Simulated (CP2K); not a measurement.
Runs of CP2K 2026.2 on InAs. Symmetry: F-43m, No. 216, cubic system. Conventional cell: a = 6.036 Å, b = 6.036 Å, c = 6.036 Å, α = 90.00°, β = 90.00°, γ = 90.00°. In (site symmetry -43m) is surrounded by 4 As at 2.61 Å. As (site symmetry -43m) has 4 In at 2.61 Å as nearest neighbours. 

| task | level | smearing | NGRIDS | D3 from the s-dftd3 library (D3_REFERENCE_CODE) | shape of the broadening | broadening of the DOS (eV) | step of the DOS (eV) | gap on the mesh (eV) | pressure (GPa) |
| --- | --- | --- | --- | --- | --- | --- | --- | --- | --- |
| single point | PBE | gaussian 0.029 eV | 4 | - | - | - | - | none | 4.8 |
| single point | PBE | gaussian 0.1 eV | 5 | - | - | - | - | none | 4.8 |
| single point | PBEsol | gaussian 0.05 eV | 5 | - | - | - | - | none | 2.8 |
| density of states | RPBE+D3(BJ) | fermi-dirac 0.1 eV | 5 | yes | GAUSSIAN | 0.15 eV | 0.05 eV | none | (a) |

Alike in all rows: potentials or basis POTENTIAL_UZH In GTH-PBE-q13, As GTH-PBE-q5; TZVP-MOLOPT-PBE-GTH basis; no spin polarisation; cell as given; k mesh 8 × 8 × 8.

Problem. Estimate the missing entries.

Solution. (a) -4.0.

Caveats: the basis of atomic orbitals isn't converged, which shifts pressures, moduli and gaps; the potentials were made for another functional, which shifts forces and pressure (some runs); pairwise dispersion overbinds metals, which lowers pressure and volume (some runs).

A k mesh can miss the band edges, and the runs leave out spin-orbit coupling on As, In.

A gap of «none» marks a metal or a gap under the smearing width.
